Zinc sulfide in the zinc-blende structure is computed with the r2SCAN functional at seven volumes, the crystal being squeezed or stretched equally in all directions. The shortest distance is the Zn–S bond length. The band gap is the smallest energy step from filled to empty levels, and the least direct gap is the smallest such step without a change of k point. The cell at 19.554 Å³ per atom is practically free of stress. For the real, unstrained crystal the measured gap is roughly 3.7 eV, a recalled value.

Ansatz 0.2.0, DFT with the r2SCAN functional, PAW potentials and plane waves (cutoff 500 eV), for zinc-blende ZnS in a 2-atom periodic cell at r2SCAN geometries under uniform strain. All runs use an 8×8×8 k mesh and fixed occupations, without spin polarisation or spin–orbit coupling. Gaps are the least found over the mesh and the high-symmetry k points.

```
volume (Å³/atom)  shortest distance (Å)  band gap (eV)  least direct gap (eV)
          17.300                  2.240          3.286                  3.286
          17.637                  2.254          3.193                  3.193
          17.968                  2.268          3.103                  3.103
          18.001                  2.270          3.094                  3.094
          19.554                  2.333          2.705                  2.705
          21.231                  2.398          2.334                  2.334
          22.572                  2.447          2.067                  2.067
```

(a) Which electronic level makes the gap change with volume?

Solution. The gap shrinks at every step of expansion and is direct throughout, with both edges at Γ, the centre of the Brillouin zone. In zinc-blende crystals of this kind the lowest empty level at Γ is an antibonding combination of s orbitals, and the highest filled level is a p-like triplet. A hydrogen molecule shows the first half of the story: push the atoms together and the antibonding orbital rises. The comparison ends there, because the filled edge of ZnS is not the bonding partner of that orbital.

The levels at Γ bear this out. Between the cells at 21.231 and 17.637 Å³ per atom, compression widens the bonding–antibonding splitting of the s levels by 2.2 eV. The distance from the valence top to the next empty triplet shrinks slightly, by 0.2 eV. Of the 2.2 eV, about 1.4 eV is the filled s level sinking below the valence top, and the remaining 0.9 eV is the gap itself. The filled levels thus spread apart, but the empty triplet does not recede. The gap opens because the s-like empty level climbs away from the valence top, and not because the empty bands move up as a whole. A similar response can be expected wherever such a level forms the conduction minimum.

(b) The stress-free cell has a gap of 2.705 eV. Could a wrong volume be to blame for the distance from experiment?

Solution. Estimate the compression that would supply the absent 1.0 eV. Couplings between neighbouring orbitals fall roughly as the inverse square of the bond length, which itself grows as the cube root of the volume V. With atomic level energies held fixed, and the change of the gap assumed proportional to that of the couplings, this gives

gap = A + B (V₀/V)^(2/3)

where V₀ is the stress-free volume. A fit to all seven rows gives A = −4.211 eV and B = 6.912 eV, and follows them to a few thousandths of an eV. The two constants balance each other and are not energies of particular orbitals. The close fit does not prove the exponent either, since a line in ln V follows the rows to 0.007 eV. For a gap of 3.7 eV,

(V₀/V)^(2/3) = (3.7 + 4.211)/6.912 = 1.145
V = 19.554/1.145^(3/2) ≈ 16 Å³ per atom

On this line the crystal would have to lose about 18 % of its volume, which shortens the cube edge by more than 6 %. Yet the computed stress-free edge is 5.39 Å, against roughly 5.4 Å in the real crystal. An edge wrong by 1 % would shift the gap by only 0.14 eV. The volume is sound and the gap is not, so the fault lies in the electronic levels.

The estimate reaches beyond the tightest cell, and there the formula may break down. An empty level on the way from Γ to X lies 1.9 eV above the minimum at 21.231 Å³ per atom, but only 0.6 eV above it at 17.637. Measured from the valence top, this level falls from 4.2 to 3.8 eV while the minimum at Γ rises. If both trends continue, the gap is expected to turn indirect before it reaches 3.7 eV, and then to shrink. The formula follows only the minimum at Γ, so compression is an even poorer cure than the estimate suggests.

(c) Why does the functional fail, where does the failure show, and what remains usable?

Solution. An electron in a filled level should feel all the others but not itself, while an added electron should feel all those already present. A functional built from local properties of the electrons separates these two situations too weakly. Theory calls the step between them the derivative discontinuity. r2SCAN is expected to recover only some of it, and the missing part is the expected main reason for the small gap; these runs do not isolate it. Spin–orbit coupling, zero-point motion and temperature are left out here, while 3.7 eV is a room-temperature value. All three are expected to lower the computed gap further, so they cannot explain the shortfall.

A second symptom can be read from the filled levels. Five nearly flat levels, a triplet and a doublet at Γ, have the pattern of the Zn 3d shell. In the two cells examined they lie about 6 to 7 eV below the valence top, whereas experiment puts them at roughly 9 eV. Electrons in compact orbitals repel themselves in such a functional, which raises them too far.

This error also reaches the gap. By symmetry the d triplet can mix with sulfur p orbitals at Γ, and the mixing pushes the valence top up. The doublet cannot mix with them there, so its distance from the triplet, about 0.7 eV at 17.637 Å³ per atom and 0.45 eV at 21.231, is a rough measure of the push. For two weakly coupled levels the push varies inversely with their energy separation, so a d shell at its proper depth would widen the gap by something like 0.2 eV, which is an order of magnitude only. That is a share of the shortfall, not the whole.

Differences between cells are expected to fare better, since much of the error is common to both, though the push from the d shell itself changes with volume. Averaged from about 5 GPa of tension to 8 GPa of compression, the gap grows by 0.057 eV per GPa, close to the roughly 0.06 measured near zero pressure. The slope is smaller on the compressed side, because the crystal stiffens as it shrinks. It is 0.050 eV per GPa from zero to 8 GPa and 0.069 over the 5 GPa of tension. The shift of the gap under uniform pressure is thus the more usable result, on the support of one recalled value, while the absolute gap should come from experiment or a better method. The smoothness of the table is no guide to that value; the printed analysis below gives the fits and level differences.

Output of the analysis:

```
fit of band_gap on 7 rows: constant 2.716 +/- 0.0031, coefficient of lnv -4.589 +/- 0.032; rms 0.00669, worst 19.554 0.0114, leave-one-out rms 0.0112
fit of band_gap on 7 rows: constant -4.211 +/- 0.018, coefficient of bond2 6.912 +/- 0.017; rms 0.00243, worst 19.554 -0.0038, leave-one-out rms 0.00407
shortfall of the stress-free gap against the rough measured gap, eV: 0.995
shortfall that remains in the most compressed cell, eV: 0.414
volume change of the most compressed cell, percent: -11.53
cubic edge of the stress-free cell, Å: 5.388
gap rise if the edge were 1 percent shorter, eV: 0.1384
slope on the compressed side, eV per unit of ln V: -4.744
slope on the stretched side, eV per unit of ln V: -4.445
volume at which the ln V line would reach the measured gap, Å³/atom: 15.78
volume at which the bond-length line would reach it, Å³/atom: 15.97
volume change needed on the bond-length line, percent: -18.33
gap change per GPa between volumes 18.001 and 21.231, eV/GPa: 0.05745
depth of the d triplet below the valence top at 17.637, eV: 7.023
depth of the d doublet below the valence top at 17.637, eV: 6.331
depth of the d triplet below the valence top at 21.231, eV: 6.238
depth of the d doublet below the valence top at 21.231, eV: 5.79
doublet less triplet at 17.637, eV: 0.6925
doublet less triplet at 21.231, eV: 0.4478
growth of the s-s splitting at Gamma from 21.231 to 17.637, eV: 2.243
change of upper triplet less valence top from 21.231 to 17.637, eV: -0.1756
height of the side level towards X above the minimum at 17.637, eV: 0.5983
height of the side level towards X above the minimum at 21.231, eV: 1.855
order of magnitude of the gap lost by the too shallow d level, eV: 0.2054
```
